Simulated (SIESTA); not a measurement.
Crystal: Ge.

```
CELL_PARAMETERS angstrom
-2.49590 2.65086 1.43695
2.49590 -2.65086 1.43695
2.49590 2.65086 -1.43695
ATOMIC_POSITIONS crystal
Ge 0.31406 0.06406 0.25000
Ge 0.68594 0.93594 0.75000
```

This isn't the form of Ge at room conditions, which is diamond.

Program: SIESTA 5.4.2. Alike in all runs: no spin polarisation; cell as given; smearing fermi-dirac 0.05 eV; grid cutoff 800 Ry; energy shift 0.003 Ry.

Q: Order these runs on this cell by their pressure, lowest first.
A. level LDA; potentials or basis PseudoDojo 0.4 standard (LDA files), DZP (energy shift 0.003 Ry; two zetas on semicore shells); k mesh 11 × 11 × 11
B. level PBEsol; potentials or basis PseudoDojo 0.4 standard (PBEsol files), DZP (energy shift 0.003 Ry; two zetas on semicore shells); k mesh 11 × 11 × 11
C. level PBEsol; potentials or basis PseudoDojo 0.4 standard (PBEsol files), SZP (energy shift 0.003 Ry); k mesh 8 × 8 × 8; wannier functions 14; bands left out below 0; projections ["random"]; wannier mesh 6 × 6 × 6

A: A (-2.7 GPa), B (-0.8 GPa), C (2.0 GPa).

Caveats: the basis of atomic orbitals isn't converged, which shifts pressures, moduli and gaps; the cell is metallic, so the lowest bands form no isolated group (some runs); random starting centres can end in a local minimum of the spread (some runs).

Not every run made on this cell is shown here.
